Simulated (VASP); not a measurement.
# CdO (Fm-3m) in VASP: RPA correlation energy with PBE

Aim: the RPA correlation energy of CdO with PBE.

Program: VASP 6.6.1. These are calculated values, not measurements. Logs are shortened: lines on timing, memory, paths and dates and some standing lists are left out, and cuts for length are marked.

### Step 1. The structure

It takes space group Fm-3m (No. 225, cubic). The conventional cell has a = 4.705 Å, b = 4.705 Å, c = 4.705 Å, α = 90.00°, β = 90.00°, γ = 90.00°. Around Cd (site symmetry m-3m) lie 6 O at 2.35 Å. O (site symmetry m-3m) is surrounded by 6 Cd at 2.35 Å.

The cell is a database's computed one.

### Step 2. RPA correlation energy, PBE

POSCAR reads:

```
CdO
1.0
    0.0000000000      2.3524600000      2.3524600000
    2.3524600000      0.0000000000      2.3524600000
    2.3524600000      2.3524600000      0.0000000000
Cd O
1 1
Direct
    0.0000000000      0.0000000000      0.0000000000
    0.5000000000      0.5000000000      0.5000000000
```

INCAR.step1 reads:

```
SYSTEM = CdO
PREC = Accurate ; ENCUT = 450
EDIFF = 1E-8 ; ISMEAR = 0
SIGMA = 0.05 ; LREAL = .False.
LASPH = .True. ; NELM = 100
ALGO = Normal ; LWAVE = .True.
LCHARG = .False. ; GGA = PE
```

INCAR.step2 reads:

```
SYSTEM = CdO
PREC = Accurate ; ENCUT = 450
EDIFF = 1E-8 ; ISMEAR = 0
SIGMA = 0.05 ; LREAL = .False.
LASPH = .True. ; NELM = 1
ALGO = EIGENVAL ; LWAVE = .False.
LCHARG = .False. ; GGA = PE
LHFCALC = .True. ; AEXX = 1.0
ALDAC = 0.0 ; AGGAC = 0.0
ISTART = 1 ; PRECFOCK = Fast
```

INCAR.step3 reads:

```
SYSTEM = CdO
PREC = Accurate ; ENCUT = 450
EDIFF = 1E-8 ; ISMEAR = 0
SIGMA = 0.05 ; LREAL = .False.
LASPH = .True. ; NELM = 1
ALGO = Exact ; LWAVE = .True.
LCHARG = .False. ; GGA = PE
NBANDS = 588 ; LOPTICS = .True.
ISTART = 1
```

INCAR.step4 reads:

```
SYSTEM = CdO
PREC = Accurate ; ENCUT = 450
EDIFF = 1E-8 ; ISMEAR = 0
SIGMA = 0.05 ; LREAL = .False.
LASPH = .True. ; NELM = 100
ALGO = ACFDT ; LWAVE = .False.
LCHARG = .False. ; GGA = PE
NBANDS = 588 ; ENCUTGW = 250
NOMEGA = 12 ; ISTART = 1
PRECFOCK = Fast
```

KPOINTS reads:

```
Automatic mesh
0
Gamma
  6 6 6
  0 0 0
```

Potentials or basis: VASP PAW PBE potentials, release 64 (Cd_GW, O_GW).

On the command line:

```
cat potpaw_PBE.64/Cd_GW/POTCAR potpaw_PBE.64/O_GW/POTCAR > POTCAR
cp INCAR.step1 INCAR
mpirun -np 1 vasp_std > vasp.out
cp INCAR.step2 INCAR
mpirun -np 1 vasp_std > vasp.out
cp INCAR.step3 INCAR
mpirun -np 1 vasp_std > vasp.out
cp INCAR.step4 INCAR
mpirun -np 1 vasp_std > vasp.out
```

OUTCAR:

```text
SYSTEM = CdO
   PREC = Accurate
   ENCUT = 450
   EDIFF = 1E-8
   ISMEAR = 0
   LREAL = .False.
   LASPH = .True.
   NELM = 100
   GGA = PE
   ENCUTGW = 250
   ISTART = 1
   PRECFOCK = Fast

 ion  position               nearest neighbor table
   1  0.000  0.000  0.000-   2 2.35   2 2.35   2 2.35   2 2.35   2 2.35   2 2.35
   2  0.500  0.500  0.500-   1 2.35   1 2.35   1 2.35   1 2.35   1 2.35   1 2.35

  LATTYP: Found a face centered cubic cell.
 ALAT       =     4.7049200000

  Lattice vectors:

 A1 = (   0.0000000000,   2.3524600000,   2.3524600000)
 A2 = (   2.3524600000,   0.0000000000,   2.3524600000)
 A3 = (   2.3524600000,   2.3524600000,   0.0000000000)

Analysis of symmetry for initial positions (statically):
=====================================================================
 Subroutine PRICEL returns:
 Original cell was already a primitive cell.

 Routine SETGRP: Setting up the symmetry group for a
 face centered cubic supercell.

 Subroutine GETGRP returns: Found 48 space group operations
 (whereof 48 operations were pure point group operations)
 out of a pool of 48 trial point group operations.

The static configuration has the point symmetry O_h .

Analysis of symmetry for dynamics (positions and initial velocities):
=====================================================================
 Subroutine PRICEL returns:
 Original cell was already a primitive cell.

 Routine SETGRP: Setting up the symmetry group for a
 face centered cubic supercell.

 Subroutine GETGRP returns: Found 48 space group operations
 (whereof 48 operations were pure point group operations)
 out of a pool of 48 trial point group operations.

The dynamic configuration has the point symmetry O_h .

 Subroutine INISYM returns: Found 48 space group operations
 (whereof 48 operations are pure point group operations),
 and found     1 'primitive' translations

----------------------------------------------------------------------------------------

                                     Primitive cell

  volume of cell :      26.0373

  direct lattice vectors                    reciprocal lattice vectors
     0.000000000  2.352460000  2.352460000    -0.212543465  0.212543465  0.212543465
     2.352460000  0.000000000  2.352460000     0.212543465 -0.212543465  0.212543465
     2.352460000  2.352460000  0.000000000     0.212543465  0.212543465 -0.212543465

  length of vectors
     3.326880837  3.326880837  3.326880837     0.368136080  0.368136080  0.368136080

  position of ions in fractional coordinates (direct lattice)
     0.000000000  0.000000000  0.000000000
     0.500000000  0.500000000  0.500000000

  ion indices of the primitive-cell ions
   primitive index   ion index
                 1           1
                 2           2

----------------------------------------------------------------------------------------

 KPOINTS: Automatic mesh

Automatic generation of k-mesh.
 Grid dimensions read from file:
 generate k-points for:    6    6    6

 Generating k-lattice:

  Cartesian coordinates                     Fractional coordinates (reciprocal lattice)
    -0.035423911  0.035423911  0.035423911     0.166666667  0.000000000  0.000000000
     0.035423911 -0.035423911  0.035423911     0.000000000  0.166666667  0.000000000
     0.035423911  0.035423911 -0.035423911     0.000000000  0.000000000  0.166666667

  Length of vectors
     0.061356013  0.061356013  0.061356013

  Shift w.r.t. Gamma in fractional coordinates (k-lattice)
     0.000000000  0.000000000  0.000000000

 Subroutine IBZKPT returns following result:
 ===========================================

 Found     16 irreducible k-points:

 Following reciprocal coordinates:
            Coordinates               Weight
  0.000000  0.000000  0.000000      1.000000
  0.166667  0.000000  0.000000      8.000000
  0.333333  0.000000  0.000000      8.000000
  0.500000  0.000000  0.000000      4.000000
  0.166667  0.166667  0.000000      6.000000
  0.333333  0.166667  0.000000     24.000000
[... 8 lines left out ...]
 -0.333333  0.333333  0.166667     24.000000
 -0.333333  0.500000  0.166667     12.000000
   k-points           NKPTS =     16   k-points in BZ     NKDIM =    216   number of bands    NBANDS=    588
   number of dos      NEDOS =    301   number of ions     NIONS =      2
   total plane-waves  NPLWV =  13824
   dimension x,y,z NGX =    24 NGY =   24 NGZ =   24
   dimension x,y,z NGXF=    48 NGYF=   48 NGZF=   48
   ions per type =               1   1
   NGX,Y,Z   is equivalent  to a cutoff of  11.99, 11.99, 11.99 a.u.
   NGXF,Y,Z  is equivalent  to a cutoff of  23.99, 23.99, 23.99 a.u.
 SYSTEM =  CdO
   PREC   = accura    normal or accurate (medium, high low for compatibility)
   ISTART =      1    job   : 0-new  1-cont  2-samecut
   ICHARG =      0    charge: 1-file 2-atom 10-const
   ISPIN  =      1    spin polarized calculation?
   LNONCOLLINEAR =      F non collinear calculations
   LSORBIT =      F    spin-orbit coupling
   LASPH  =      T    aspherical Exc in radial PAW
   ENCUT  =  450.0 eV  33.07 Ry    5.75 a.u.   5.75  5.75  5.75*2*pi/ulx,y,z
   NELM   =    100;   NELMIN=  2; NELMDL=  0     # of ELM steps
   EDIFF  = 0.1E-07   stopping-criterion for ELM
   LREAL  =      F    real-space projection
   EDIFFG = 0.1E-06   stopping-criterion for IOM
   NSW    =      0    number of steps for IOM
   IBRION =     -1    ionic relax: 0-MD 1-quasi-New 2-CG
   NFREE  =      0    steps in history (QN), initial steepest desc. (CG)
   ISIF   =      0    stress and relaxation
   ISYM   =      3    0-nonsym 1-usesym 2-fastsym
   POTIM  = 0.5000    time-step for ionic-motion
   TEBEG  =    0.0;   TEEND  =   0.0 temperature during run
   PSTRESS=    0.0 pullay stress
   NELECT =      18.0000    total number of electrons
   NUPDOWN=      -1.0000    fix difference up-down
   EMIN   =  10.00;   EMAX   =-10.00  energy-range for DOS
   EFERMI =   0.00;   METHOD = LEGACY
   ISMEAR =     0;   SIGMA  =   0.05  broadening in eV -4-tet -1-fermi 0-gaus
   EFERMI_NEDOS =   21; number of points for ismear=-14 and -15
   IALGO  =     38    algorithm
   IMIX   =      4    mixing-type and parameters
     AMIX     =   0.40;   BMIX     =  1.00
     AMIX_MAG =   1.60;   BMIX_MAG =  1.00
  volume/ion in A,a.u.               =      13.02        87.85
  Fermi-wavevector in a.u.,A,eV,Ry     =   1.447549  2.735472 28.509641  2.095400
  Thomas-Fermi vector in A             =   2.565492
   LORBIT       =      0    0 simple, 1 ext, 2 COOP (PROOUT), +10 PAW based schemes
   GGA     = PE    functional components
   LHFCALC =     T    Hartree Fock is set to
   PRECFOCK=fast      Normal, Fast or Accurate (Low or Medium for compatibility)
   ENCUT4O =  -1.0   cutoff for four orbital integrals eV
   NKREDX  =     1    reduce k-point grid by
   NKREDY  =     1    reduce k-point grid by
   NKREDZ  =     1    reduce k-point grid by
   AEXX    =    1.0000 exact exchange contribution
   HFSCREEN=    0.0000 screening length (either q_TF or 0.3 A-1)
   HFSCREENC=   0.0000 screening length for correlation (either q_TF or 0.3 A-1)
   ENCUTFOCK=  -1.0 apply spherical cutoff to Coloumb kernel
   IVDW    =     0    specifies the selected vdW correction
   LEPSILON=     F    determine dielectric tensor
   LRPA    =     F    only Hartree local field effects (RPA)
   LRPAFORCE           =     F    calculate RPA forces
   ENCUTGW             = 250.0    cutoff for response function in eV
   ENCUTGWSOFT         = 200.0    soft cutoff for Coulomb kernel in GW response function in eV
   ENCUTLF             =  -1.0    cutoff for local field effects
   NELMGW              =     1    number of iterations in solving QP/BSE equation
   NELMHF              =     1    number of iterations in the inner HF iteration
   NKREDLFX            =     1    NKREDLFY  =   1   NKREDLFZ  =   1
 non-spin polarized calculation
 Gauss-broadening in eV      SIGMA  =   0.05
  energy-cutoff  :      450.00
  volume of cell :       26.04
 maximum number of plane-waves:       588
  NGX = 14; NGY = 14; NGZ = 14
   NGX = 11   NGY = 11   NGZ = 11
 maximum number of plane-waves:       259

      cutoff energy     smooth cutoff   RPA   correlation   Hartree contr. to MP2
---------------------------------------------------------------------------------
            250.000           200.000      -23.5415202100      -39.0107652678
            238.095           190.476      -23.3887971061      -38.8200559312
            226.757           181.406      -23.2251074296      -38.6128985254
            215.959           172.768      -23.0495745753      -38.3877099683
            205.676           164.541      -22.8624605341      -38.1442177989
            195.882           156.705      -22.6629305607      -37.8804149581
            186.554           149.243      -22.4512242943      -37.5955635347
            177.670           142.136      -22.2257645020      -37.2863330506
  linear regression
  converged value                          -25.5046562668      -41.5948424255
```

Run time: 38 min. Hardware: 1 thread of Intel Xeon 6975P-C (Granite Rapids), shared host; peak memory 1.5 GiB.

What came out:

```yaml
Band_gap_on_the_k_mesh_mean-field_level: none (metal or under the smearing width)
RPA_correlation_energy: -12.752 eV/atom
RPA_total_energy_per_cell: -42.082 eV
RPA_correlation_energy_per_cell: -25.505 eV
```

Caveat: the k mesh is coarse (spacing up to 0.39 Å⁻¹), so the values aren't converged; the ground state has no gap, which makes the many-body step unreliable; this crystal is a semiconductor, whose small gap the functional closes, so the metal is an error of the method.
